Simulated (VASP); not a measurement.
Runs of VASP 6.6.1 on Ca. The cell holds a slab with vacuum, 4 atoms: a = 3.846 Å, b = 3.846 Å, c = 24.563 Å, α = 90.00°, β = 90.00°, γ = 113.94°. The slab is cut from a database's or a generator's crystal, which needn't be the stable form of the element.

```csv
task,potentials or basis,cell,k mesh,cutoff (eV),smearing,gap on the mesh (eV),largest force (eV/Å)
single point,"VASP PAW PBE potentials, release 54 (Ca_sv)",as given,6 × 6 × 1,600,fermi-dirac 0.05 eV,none,(a)
single point,"VASP PAW PBE potentials, release 54 (Ca_pv)",as given,6 × 6 × 1,600,fermi-dirac 0.05 eV,none,0.09
work function,"VASP PAW PBE potentials, release 64 (Ca_sv)","the (0 1 1) slab of Ca, cut from the database cell, not relaxed",8 × 8 × 1,520,gaussian 0.05 eV,none,0.10
single point,"VASP PAW PBE potentials, release 64 (Ca_sv)","the (0 1 1) slab of Ca, cut from the database cell, not relaxed",8 × 8 × 1,520,fermi-dirac 0.05 eV,none,0.10
```

Alike in all rows: level PBE; no spin polarisation.

Question: Estimate the missing entries.

Answer: (a) 0.08.

A k mesh can miss the band edges.

A gap of «none» marks a metal or a gap under the smearing width.

Not every run made on this cell is shown here.
